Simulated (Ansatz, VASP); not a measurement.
## One calculation of BN, two programs

INCAR

```
SYSTEM = BN
ALGO = Normal
EDIFF = 1E-6
ENCUT = 520
GGA = PE
ISIF = 2
ISMEAR = 0
LASPH = .True.
LCHARG = .False.
LREAL = .False.
LWAVE = .False.
NBANDS = 16
NELM = 60
PREC = Accurate
SIGMA = 0.02
```

File KPOINTS:

```
k-points
0
Gamma
  12 12 6
  0 0 0
```

File POSCAR:

```
BN
1.0
    2.4092000000      0.0000000000      0.0000000000
   -1.2046000000      2.0864280000      0.0000000000
    0.0000000000      0.0000000000      4.6526315789
B N
2 2
Direct
    0.6666666667      0.3333333333      0.0000000000
    0.3333333333      0.6666666667      0.5000000000
    0.6666666667      0.3333333333      0.3750000000
    0.3333333333      0.6666666667      0.8750000000
```

Input for Ansatz:

```yaml
crystal:
  lattice:
    - [2.4092, 0.0, 0.0]
    - [-1.2046, 2.0864279999999997, 0.0]
    - [0.0, 0.0, 4.652631578947369]
  atoms:
    - { symbol: B, position: [0.6666666666666666, 0.3333333333333333, 0.0] }
    - { symbol: B, position: [0.3333333333333333, 0.6666666666666666, 0.5] }
    - { symbol: "N", position: [0.6666666666666666, 0.3333333333333333, 0.375] }
    - { symbol: "N", position: [0.3333333333333333, 0.6666666666666666, 0.875] }
basis:
  ecutwfc: 520.0
kpoints:
  mp_grid:
    grid: [12, 12, 6]
hamiltonian:
  xc: pbe
scf:
  occupations:
    method: gaussian
    width: 0.02
output:
  stress: true
```

Measurements of this composition are mostly on another form, of space group No. 194.

Alike in both runs: task single point; functional PBE; k mesh 12 × 12 × 6; occupations gaussian, width 0.02 eV; no spin polarisation.

|  | VASP | Ansatz |
| --- | --- | --- |
| version | VASP 6.6.1 | Ansatz 0.2.0 |
| potentials or method | VASP PAW PBE potentials, release 64 (B, N) | plane waves, PAW |
| plane-wave cutoff (eV) | 520 | 520 |
| valence electrons in the cell | 16 | 16 |

```tsv
	VASP	Ansatz	Ansatz less VASP
pressure (GPa)	19.5	19.2	-0.32
largest component of the traceless stress (GPa)	94.62	94.14	-0.474
```

Caveats: so large a pressure means that the cell lies far from this level's equilibrium, or that cutoff or potentials fall short (VASP). A k mesh can miss the band edges.
